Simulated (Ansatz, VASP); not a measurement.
One calculation of Sb, two programs

Contents of INCAR:

```
ALGO     = Normal         # electronic algorithm
EDIFF    = 1E-6           # SCF threshold, eV
ENCUT    = 520            # plane-wave cutoff, eV
GGA      = CA             # functional
ISIF     = 2              # what is computed and relaxed
ISMEAR   = -1             # smearing method
LASPH    = T              # aspherical terms in the spheres
LCHARG   = F              # write CHGCAR
LREAL    = F              # projectors in reciprocal space
LWAVE    = F              # write WAVECAR
NBANDS   = 8              # bands
NELM     = 80             # most SCF steps
PREC     = Accurate       # precision mode
SIGMA    = 0.05           # smearing width, eV
```

File KPOINTS:

```
k-points
0
Gamma
  12 12 12
```

The input POSCAR:

```
Sb
1.0
    3.0416716961      0.0000000000      0.0000000000
    0.0000000000      3.0416716961      0.0000000000
    0.0000000000      0.0000000000      3.0416716961
Sb
1
Direct
    0.0000000000      0.0000000000      0.0000000000
```

Input for Ansatz:

```yaml
crystal:
  lattice:
    - [3.0416716961, 0.0, 0.0]
    - [0.0, 3.0416716961, 0.0]
    - [0.0, 0.0, 3.0416716961]
  atoms:
    - { symbol: Sb, position: [0.0, 0.0, 0.0] }
kpoints:
  mp_grid: { grid: [12, 12, 12] }
scf:
  occupations: { method: fermi_dirac, width: 0.05 }
hamiltonian:
  xc: lda
  pseudopotentials: { kind: all_electron, lapw: { basis_error: 0.0005 } }
output:
  forces: true
  stress: true
  eigenvalues: true
```

Change from the starting cell: functional lda, volume scaled by 0.96.

Alike in both runs: task single point; functional LDA; k mesh 12 × 12 × 12; occupations fermi-dirac, width 0.05 eV; no spin polarisation.

|  | VASP | Ansatz |
| --- | --- | --- |
| version | VASP 6.6.1 | Ansatz 0.2.0 |
| potentials or method | VASP PAW LDA potentials, release 64 (Sb) | all-electron LAPW, scalar-relativistic |
| plane-wave cutoff (eV) | 520 | see its input |

```tsv
	VASP	Ansatz	Ansatz less VASP
pressure (GPa)	0.2	0.0	-0.19
```

Ansatz ran all-electron here, so the differences hold the error of VASP's frozen core and of both bases.

Spin-orbit coupling is left out, which matters for the levels of Sb.
